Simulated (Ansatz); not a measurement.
# Spin–orbit splittings in W

```
CELL_PARAMETERS angstrom
-1.59730 1.59730 1.59730
1.59730 -1.59730 1.59730
1.59730 1.59730 -1.59730
ATOMIC_POSITIONS crystal
W 0.00000 0.00000 0.00000
```

Structure: COD 9006499, as refined from experiment and not relaxed. It was measured hot, at 2171 K.

Levels of theory: DFT, PBE, all-electron LAPW, scalar-relativistic (Ansatz 0.2.0); DFT, PBE, all-electron LAPW, Dirac equation with spin-orbit coupling (Ansatz 0.2.0).

The runs use a Γ-centred 14×14×14 k mesh, Fermi–Dirac smearing of 0.03 eV, basis error target 1 meV/atom, no spin polarisation.

Levels between -6 and 4 eV, each run counted from its own valence-band top where it has a gap, else its Fermi level. Scalar levels are listed once for both spins; with the coupling every spinor state is counted. Levels near the edges of the range can cross them.

Question: At Γ (0.000, 0.000, 0.000) the scalar-relativistic levels are -1.29 (×3), 2.09 (×2). What are they with spin–orbit coupling?

Answer: -1.37 (×4), -0.86 (×2), 2.26 (×4).

Question: At P (0.250, 0.250, 0.250) the scalar-relativistic levels are -2.99 (×3), 3.08 (×2). What are they with spin–orbit coupling?

Answer: -3.31 (×2), -2.74 (×4), 3.21 (×4).
